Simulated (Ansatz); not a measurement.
Here is an Ansatz 0.2.0 calculation.

The input input.yaml:

```yaml
crystal:
  lattice:
    - [0.0, 2.8338, 2.8338]
    - [2.8338, 0.0, 2.8338]
    - [2.8338, 2.8338, 0.0]
  atoms:
    - { symbol: Se, position: [0.75, 0.75, 0.75] }
    - { symbol: Zn, position: [0.0, 0.0, 0.0] }
kpoints:
  mp_grid: { grid: [6, 6, 6] }
scf:
  occupations: { method: fermi_dirac, width: 0.05 }
hamiltonian:
  xc: pbe
  pseudopotentials: { kind: all_electron, lapw: { basis_error: 0.001 } }
output:
  forces: true
  stress: true
elastic:
  mode: clamped_ion
  stencil: two_point
```

Potentials or basis: all-electron LAPW, scalar-relativistic.

Command:

```sh
$ ansatz run input.yaml --threads 1 --pin off --max-ram 3072MiB --backend cpu --events-out ev --progress --plain --runs-dir out
```

Problem. Estimate the clamped-ion elastic constants C11, C12, C44.

Solution. 89, 55, 58 GPa.

Problem. Estimate the Voigt bulk modulus.

Solution. 66 GPa.

Problem. Predict the pressure.

Solution. 2.1 GPa.

Elastic tensor in Voigt notation (GPa, ions clamped, in the Cartesian axes of the cell as first typed):
```
89 55 55  0  0  0
55 89 55  0  0  0
55 55 89  0  0  0
 0  0  0 58  0  0
 0  0  0  0 58  0
 0  0  0  0  0 58
```

**What was measured.**

“Alloy Disordering Effects on the Thermal Conductivity and Energy Gap Temperature Dependence of Cd1−xZnxSe Ternary Crystals Grown by the Bridgman Method”, 2023, pmc:10253836 reports, for a bulk crystal of ZnSe at 300 K: band gap 2.695 ± 0.003 eV (an exciton energy, a little under the gap).

Measured gap of ZnSe: 2.695 eV (an exciton energy, a little under the gap; 300 K; “Alloy Disordering Effects on the Thermal Conductivity and Energy Gap Temperature Dependence of Cd1−xZnxSe Ternary Crystals Grown by the Bridgman Method”, 2023, pmc:10253836). This calculation gives 1.29 eV (-1.41 eV). So large a miss can be the level of theory's own, or it may mean another phase, state or a wrong row. Spin-orbit coupling on Se is left out. The value is that of PBE, without temperature or zero-point motion. Semilocal functionals fall short of measured gaps as a rule.
